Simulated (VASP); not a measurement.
Crystal: Cs2SnI6.

```
CELL_PARAMETERS angstrom
0.00000 5.77993 5.77993
5.77993 0.00000 5.77993
5.77993 5.77993 0.00000
ATOMIC_POSITIONS crystal
Cs 0.25000 0.25000 0.25000
Cs 0.75000 0.75000 0.75000
Sn 0.00000 0.00000 0.00000
I 0.75172 0.24828 0.24828
I 0.24828 0.75172 0.24828
I 0.24828 0.75172 0.75172
I 0.75172 0.24828 0.75172
I 0.24828 0.24828 0.75172
I 0.75172 0.75172 0.24828
```

Base run:

```yaml
Program: VASP 6.6.1
Functional: TB-mBJ
Potentials_or_basis: VASP PAW PBE potentials, release 64 (Cs_sv, Sn_d, I)
Cutoff: 520 eV
k_mesh: 6 × 6 × 6
Occupations: gaussian, width 0.03 eV
Spin: no spin polarisation
```

Its results: band gap on the k mesh 0.62 eV, direct.

Problem. The run is repeated on the same cell with these changes: functional from TB-mBJ to r2SCAN. What comes out?

Solution. Band gap on the k mesh 0.25 eV, direct.

Caveats: spin-orbit coupling is left out, which moves the levels of the heavy elements.
